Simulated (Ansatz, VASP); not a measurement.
## One calculation of Pd, two programs

```
CELL_PARAMETERS angstrom
0.00000 1.91988 1.91988
1.91988 0.00000 1.91988
1.91988 1.91988 0.00000
ATOMIC_POSITIONS crystal
Pd 0.00000 0.00000 0.00000
```

Alike in both runs: functional LDA; k mesh 16 × 16 × 16; occupations gaussian, width 0.1 eV; no spin polarisation.

Ansatz relaxed the structure, and its values are those at the end. VASP's run is a single point on that final structure, the one shown.

|  | VASP | Ansatz |
| --- | --- | --- |
| version | VASP 6.6.1 | Ansatz 0.2.0 |
| potentials or method | VASP PAW LDA potentials, release 64 (Pd) | scalar-relativistic, plane waves, PAW |
| plane-wave cutoff (eV) | 520 | 600 |
| valence electrons in the cell | 10 | 18 |

VASP gave:

| Quantity | Value |
| --- | --- |
| gap on the k mesh at the Fermi level (eV) | none |
| pressure (GPa) | 0.4 |

Q: Estimate Ansatz's values.

A: gap on the k mesh at the Fermi level (eV): none; pressure (GPa): 0.0.

A gap of «none» marks a metal or a gap that the smearing closes. The two sets of potentials don't hold the same shells in valence. Ansatz warned: «pseudo_functional_mismatch».
